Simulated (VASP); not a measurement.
# Pt (Fm-3m) in VASP: a series of runs

Runs on Pt. Level: PBE. Tasks: relaxation of cell and atoms, vibrations by finite differences.

All numbers are computed with VASP 6.6.1; they aren't measurements. Logs are shortened: lines on timing, memory, paths and dates and some standing lists are left out, and cuts for length are marked.

**1. The crystal as given**

The structure is cubic, space group Fm-3m (No. 225). The conventional cell has a = 3.922 Å, b = 3.922 Å, c = 3.922 Å, α = 90.00°, β = 90.00°, γ = 90.00°. Around Pt (site symmetry m-3m) lie 12 Pt at 2.77 Å.

**2. Relaxation of cell and atoms, PBE**

Contents of INCAR:

```
PREC = Accurate
ENCUT = 520
EDIFF = 1E-7
ISMEAR = 0
SIGMA = 0.1
LREAL = False
LASPH = True
NELM = 100
ALGO = Normal
ISIF = 3
LWAVE = False
LCHARG = False
GGA = PE
IBRION = 2
NSW = 80
EDIFFG = -0.15
```

Contents of KPOINTS:

```
regular mesh
0
Gamma
  18 18 18
```

Contents of POSCAR:

```
Pt
1.0
    0.0000000000      1.9609000000      1.9609000000
    1.9609000000      0.0000000000      1.9609000000
    1.9609000000      1.9609000000      0.0000000000
Pt
1
Direct
    0.0000000000      0.0000000000      0.0000000000
```

Potentials or basis: VASP PAW PBE potentials, release 64 (Pt).

Command:

```console
$ cat potpaw_PBE.64/Pt/POTCAR > POTCAR
$ mpirun -np 1 vasp_std > vasp.out
```

OUTCAR:

```text
PREC = Accurate
   ENCUT = 520
   EDIFF = 1E-7
   ISMEAR = 0
   LREAL = False
   LASPH = True
   NELM = 100
   ISIF = 3
   GGA = PE
   IBRION = 2
   NSW = 80
   EDIFFG = -0.15

 ion  position               nearest neighbor table
   1  0.000  0.000  0.000-

  LATTYP: Found a face centered cubic cell.
 ALAT       =     3.9218000000

  Lattice vectors:

 A1 = (   0.0000000000,   1.9609000000,   1.9609000000)
 A2 = (   1.9609000000,   0.0000000000,   1.9609000000)
 A3 = (   1.9609000000,   1.9609000000,   0.0000000000)

Analysis of symmetry for initial positions (statically):
=====================================================================
 Subroutine PRICEL returns:
 Original cell was already a primitive cell.

 Routine SETGRP: Setting up the symmetry group for a
 face centered cubic supercell.

 Subroutine GETGRP returns: Found 48 space group operations
 (whereof 48 operations were pure point group operations)
 out of a pool of 48 trial point group operations.

The static configuration has the point symmetry O_h .

Analysis of symmetry for dynamics (positions and initial velocities):
=====================================================================
 Subroutine PRICEL returns:
 Original cell was already a primitive cell.

 Routine SETGRP: Setting up the symmetry group for a
 face centered cubic supercell.

 Subroutine GETGRP returns: Found 48 space group operations
 (whereof 48 operations were pure point group operations)
 out of a pool of 48 trial point group operations.

The dynamic configuration has the point symmetry O_h .

 Subroutine INISYM returns: Found 48 space group operations
 (whereof 48 operations are pure point group operations),
 and found     1 'primitive' translations

----------------------------------------------------------------------------------------

                                     Primitive cell

  volume of cell :      15.0798

  direct lattice vectors                    reciprocal lattice vectors
     0.000000000  1.960900000  1.960900000    -0.254984956  0.254984956  0.254984956
     1.960900000  0.000000000  1.960900000     0.254984956 -0.254984956  0.254984956
     1.960900000  1.960900000  0.000000000     0.254984956  0.254984956 -0.254984956

  length of vectors
     2.773131374  2.773131374  2.773131374     0.441646899  0.441646899  0.441646899

  position of ions in fractional coordinates (direct lattice)
     0.000000000  0.000000000  0.000000000

  ion indices of the primitive-cell ions
   primitive index   ion index
                 1           1

----------------------------------------------------------------------------------------

 KPOINTS: regular mesh

Automatic generation of k-mesh.
 Grid dimensions read from file:
 generate k-points for:   18   18   18

 Generating k-lattice:

  Cartesian coordinates                     Fractional coordinates (reciprocal lattice)
    -0.014165831  0.014165831  0.014165831     0.055555556  0.000000000  0.000000000
     0.014165831 -0.014165831  0.014165831     0.000000000  0.055555556  0.000000000
     0.014165831  0.014165831 -0.014165831     0.000000000  0.000000000  0.055555556

  Length of vectors
     0.024535939  0.024535939  0.024535939

  Shift w.r.t. Gamma in fractional coordinates (k-lattice)
     0.000000000  0.000000000  0.000000000

 Subroutine IBZKPT returns following result:
 ===========================================

 Found    195 irreducible k-points:

 Following reciprocal coordinates:
            Coordinates               Weight
  0.000000  0.000000  0.000000      1.000000
  0.055556  0.000000  0.000000      8.000000
  0.111111  0.000000  0.000000      8.000000
  0.166667  0.000000  0.000000      8.000000
  0.222222  0.000000  0.000000      8.000000
  0.277778  0.000000  0.000000      8.000000
[... 16 lines left out ...]
 -0.277778  0.055556  0.000000     24.000000
 -0.222222  0.055556  0.000000     24.000000
 [... further k-points ...]
   k-points           NKPTS =    195   k-points in BZ     NKDIM =    195   number of bands    NBANDS=      9
   number of dos      NEDOS =    301   number of ions     NIONS =      1
   total plane-waves  NPLWV =  13824
   dimension x,y,z NGX =    24 NGY =   24 NGZ =   24
   dimension x,y,z NGXF=    48 NGYF=   48 NGZF=   48
   ions per type =               1
   NGX,Y,Z   is equivalent  to a cutoff of  14.39, 14.39, 14.39 a.u.
   NGXF,Y,Z  is equivalent  to a cutoff of  28.78, 28.78, 28.78 a.u.
 SYSTEM =  unknown system
   PREC   = accura    normal or accurate (medium, high low for compatibility)
   ISTART =      0    job   : 0-new  1-cont  2-samecut
   ICHARG =      2    charge: 1-file 2-atom 10-const
   ISPIN  =      1    spin polarized calculation?
   LNONCOLLINEAR =      F non collinear calculations
   LSORBIT =      F    spin-orbit coupling
   LASPH  =      T    aspherical Exc in radial PAW
   ENCUT  =  520.0 eV  38.22 Ry    6.18 a.u.   5.16  5.16  5.16*2*pi/ulx,y,z
   NELM   =    100;   NELMIN=  2; NELMDL= -5     # of ELM steps
   EDIFF  = 0.1E-06   stopping-criterion for ELM
   LREAL  =      F    real-space projection
   EDIFFG = -.1E+00   stopping-criterion for IOM
   NSW    =     80    number of steps for IOM
   IBRION =      2    ionic relax: 0-MD 1-quasi-New 2-CG
   NFREE  =      1    steps in history (QN), initial steepest desc. (CG)
   ISIF   =      3    stress and relaxation
   ISYM   =      2    0-nonsym 1-usesym 2-fastsym
   POTIM  = 0.5000    time-step for ionic-motion
   TEBEG  =    0.0;   TEEND  =   0.0 temperature during run
   PSTRESS=    0.0 pullay stress
   NELECT =      10.0000    total number of electrons
   NUPDOWN=      -1.0000    fix difference up-down
   EMIN   =  10.00;   EMAX   =-10.00  energy-range for DOS
   EFERMI =   0.00;   METHOD = LEGACY
   ISMEAR =     0;   SIGMA  =   0.10  broadening in eV -4-tet -1-fermi 0-gaus
   EFERMI_NEDOS =   21; number of points for ismear=-14 and -15
   IALGO  =     38    algorithm
   IMIX   =      4    mixing-type and parameters
     AMIX     =   0.40;   BMIX     =  1.00
     AMIX_MAG =   1.60;   BMIX_MAG =  1.00
  volume/ion in A,a.u.               =      15.08       101.76
  Fermi-wavevector in a.u.,A,eV,Ry     =   1.427609  2.697791 27.729605  2.038068
  Thomas-Fermi vector in A             =   2.547760
   LORBIT       =      0    0 simple, 1 ext, 2 COOP (PROOUT), +10 PAW based schemes
   GGA     = PE    functional components
   LHFCALC =     F    Hartree Fock is set to
   AEXX    =    0.0000 exact exchange contribution
   IVDW    =     0    specifies the selected vdW correction
   LEPSILON=     F    determine dielectric tensor
   LRPA    =     F    only Hartree local field effects (RPA)
 conjugate gradient relaxation of ions
 non-spin polarized calculation
 Gauss-broadening in eV      SIGMA  =   0.10
  energy-cutoff  :      520.00
  volume of cell :       15.08
 maximum number of plane-waves:       419
 NGX is ok and might be reduce to    24
   NGX = 11   NGY = 11   NGZ = 11

--------------------------------------- Ionic step        1  -------------------------------------------

 number of electron      10.0000000 magnetization

 Free energy of the ion-electron system (eV)
  ---------------------------------------------------
  ext. energy  EPLUGINS =         0.00000000
  ---------------------------------------------------
  free energy    TOTEN  =        -6.08435659 eV

  energy without entropy =       -6.07369199  energy(sigma->0) =       -6.07902429

------------------------ aborting loop because EDIFF is reached ----------------------------------------

  FORCE on cell =-STRESS in cart. coord.  units (eV):
  Direction    XX          YY          ZZ          XY          YZ          ZX
  --------------------------------------------------------------------------------------
  -------------------------------------------------------------------------------------
  Total        0.8958881      0.8958881      0.8958881     -0.0000000      0.0000000      0.0000000
  in kB       95.1848861     95.1848861     95.1848861     -0.0000000      0.0000000      0.0000000
  external PRESSURE =      95.1848861 kB  Pullay stress =       0.0000000 kB
[... 20 lines left out ...]
  energy  without entropy=       -6.0736919862  energy(sigma->0) =       -6.07902429

--------------------------------------- Ionic step        2  -------------------------------------------

 number of electron      10.0000001 magnetization

 E-fermi :   8.9850     XC(G=0): -12.7383

 val. band max:        8.9842251816   @ k =   0.4444   0.1111   0.0000
 cond. band min:       8.9901055456   @ k =  -0.4444   0.2778   0.0556
 fundamental gap:      0.0058803640
 Fermi energy:         8.9850131377

 k-point     1 :       0.0000    0.0000    0.0000
  band No.  band energies     occupation
      1       0.1226      2.00000
      2       5.9090      2.00000
      3       5.9090      2.00000
      4       5.9090      2.00000
      5       7.6535      2.00000
      6       7.6535      2.00000
      7      23.8894      0.00000
      8      28.1480      0.00000
      9      28.1480      0.00000
[... 308 lines left out ...]
  energy  without entropy=       -5.9943271056  energy(sigma->0) =       -6.00074895

--------------------------------------- Ionic step        3  -------------------------------------------

 number of electron      10.0000002 magnetization

 Free energy of the ion-electron system (eV)
  ---------------------------------------------------
  ext. energy  EPLUGINS =         0.00000000
  ---------------------------------------------------
  free energy    TOTEN  =        -6.09955156 eV

  energy without entropy =       -6.08828927  energy(sigma->0) =       -6.09392041

 E-fermi :  10.5875     XC(G=0): -13.2760

 val. band max:       10.5871534359   @ k =  -0.3333   0.3889   0.1111
 cond. band min:      10.5981372291   @ k =   0.4444   0.1111   0.0000
 fundamental gap:      0.0109837932
 Fermi energy:        10.5874570761

 k-point     1 :       0.0000    0.0000    0.0000
  band No.  band energies     occupation
      1       0.7693      2.00000
      2       7.0132      2.00000
      3       7.0132      2.00000
      4       7.0132      2.00000
      5       9.0435      2.00000
      6       9.0435      2.00000
      7      25.3215      0.00000
      8      30.0850      0.00000
      9      30.0850      0.00000
[... 304 lines left out ...]
  FREE ENERGIE OF THE ION-ELECTRON SYSTEM (eV)
  ---------------------------------------------------
  free  energy   TOTEN  =        -6.0995515602 eV

  energy  without entropy=       -6.0882892656  energy(sigma->0) =       -6.09392041

 reached required accuracy - stopping structural energy minimisation
```

Run time: 60 s. Hardware: 1 thread of Intel Xeon Platinum 8259CL at 2.50GHz (Skylake/Cascade Lake), shared host; peak memory 0.17 GiB.

Results:

| Property | Result |
| --- | --- |
| Free energy | -6.0996 eV |
| Relaxed volume | 15.63 Å³/atom |
| Relaxed cell | a = 2.807 Å, b = 2.807 Å, c = 2.807 Å, α = 60.00°, β = 60.00°, γ = 60.00° |
| Space group after relaxing (to 0.05 Å) | Fm-3m (No. 225) |
| Energy gained by relaxing | 15.2 meV/atom |
| Ionic steps | 3 |
| Pressure after relaxing | -0.3 GPa |
| Band gap on the k mesh | none (metal or under the smearing width) |

The path:
```csv
step,energy change (eV),largest force (eV/Å),pressure (GPa),volume (Å³)
1,0.0000,0.0000,9.52,15.08
2,0.0772,0.0000,-17.70,17.12
3,-0.0152,0.0000,-0.30,15.63
```

Final structure:
```yaml
crystal:
  lattice:
    - [0.00000, 1.98456, 1.98456]
    - [1.98456, 0.00000, 1.98456]
    - [1.98456, 1.98456, 0.00000]
  atoms:
    - { symbol: Pt, position: [0.00000, 0.00000, 0.00000] }
```

Caveat: the relaxation stopped at a loose force limit of 0.15 eV/Å, so its end isn't a converged minimum.

**3. Relaxation of cell and atoms, PBE**

This run uses another cell than the first one, of 15.63 Å³/atom, 1.037 times its volume.

INCAR is that of step 2.

KPOINTS is that of step 2.

Contents of POSCAR:

```
Pt                                      
1.0
   -0.0000000000      1.9845567870      1.9845567870
    1.9845567870      0.0000000000      1.9845567870
    1.9845567870      1.9845567870     -0.0000000000
  Pt            
     1
Direct
     0.0000000000000000    0.0000000000000000    0.0000000000000000
```

Potentials or basis: VASP PAW PBE potentials, release 64 (Pt).

Command:

```console
$ cat potpaw_PBE.64/Pt/POTCAR > POTCAR
$ mpirun -np 1 vasp_std > vasp.out
```

Run time: 24 s. Hardware: 1 thread of Intel Xeon Platinum 8259CL at 2.50GHz (Skylake/Cascade Lake), shared host; peak memory 0.16 GiB.

It converged, with:

* Free energy: -6.1001 eV
* Pressure after relaxing: -0.3 GPa
* Band gap on the k mesh: none (metal or under the smearing width)

Final structure:
```
CELL_PARAMETERS angstrom
0.00000 1.98456 1.98456
1.98456 0.00000 1.98456
1.98456 1.98456 0.00000
ATOMIC_POSITIONS crystal
Pt 0.00000 0.00000 0.00000
```

Levels at points of the mesh, in eV from the Fermi level:
| k point | band 2 | band 3 | band 4 | band 5 | band 6 | band 7 | band 8 | band 9 |
| --- | --- | --- | --- | --- | --- | --- | --- | --- |
| (0.00, 0.00, 0.00) | -3.57 | -3.57 | -3.57 | -1.54 | -1.54 | 14.73 | 19.50 | 19.50 |
| (0.50, 0.00, 0.00) | -3.63 | -3.63 | -0.33 | 0.03 | 0.03 | 5.57 | 14.29 | 18.73 |
| (0.50, 0.50, 0.00) | -6.25 | 0.00 | 0.45 | 0.45 | 1.85 | 8.50 | 11.28 | 11.28 |

Caveat: the relaxation stopped at its first step, so nothing moved; the relaxation stopped at a loose force limit of 0.15 eV/Å, so its end isn't a converged minimum. The run has no spin-orbit coupling, so splittings on Pt are missing.

**4. Vibrations by finite differences, PBE**

This run uses another cell than the first one, of 15.63 Å³/atom, 1.037 times its volume.

Contents of INCAR:

```
  ALGO = Normal
  EDIFF = 1E-8
  ENCUT = 520
  GGA = PE
  IBRION = 6
  ISIF = 3
  ISMEAR = 0
  LASPH = T
  LCHARG = F
  LREAL = F
  LWAVE = F
  NELM = 100
  NFREE = 2
  NSW = 1
  POTIM = 0.015
  PREC = Accurate
  SIGMA = 0.1
```

Contents of KPOINTS:

```
k-points
0
Gamma
  18 18 18
```

Contents of POSCAR:

```
Pt                                      
1.0
    0.0000000000      1.9845567870      1.9845567870
    1.9845567870      0.0000000000      1.9845567870
    1.9845567870      1.9845567870      0.0000000000
  Pt            
     1
Direct
     0.0000000000000000    0.0000000000000000    0.0000000000000000
```

Command:

```console
$ cat potpaw_PBE.64/Pt/POTCAR > POTCAR
$ mpirun -np 1 vasp_std > vasp.out
```

It took 19 min on 1 thread of Intel Xeon Platinum 8259CL at 2.50GHz (Skylake/Cascade Lake), shared host; peak memory 0.54 GiB.

It converged, with:

```
Elastic constants C11, C12, C44 : 303, 221, 59 GPa
Voigt bulk modulus              : 248 GPa
```

Elastic tensor in Voigt notation (GPa, in the Cartesian axes of the cell as first typed):
```
303 221 221   0   0   0
221 303 221   0   0   0
221 221 303   0   0   0
  0   0   0  59   0   0
  0   0   0   0  59   0
  0   0   0   0   0  59
```

Clamped-ion elastic tensor (GPa):
```
303 221 221   0   0   0
221 303 221   0   0   0
221 221 303   0   0   0
  0   0   0  59   0   0
  0   0   0   0  59   0
  0   0   0   0   0  59
```

Caveat: elastic constants of metals need much finer meshes, so these are rough.
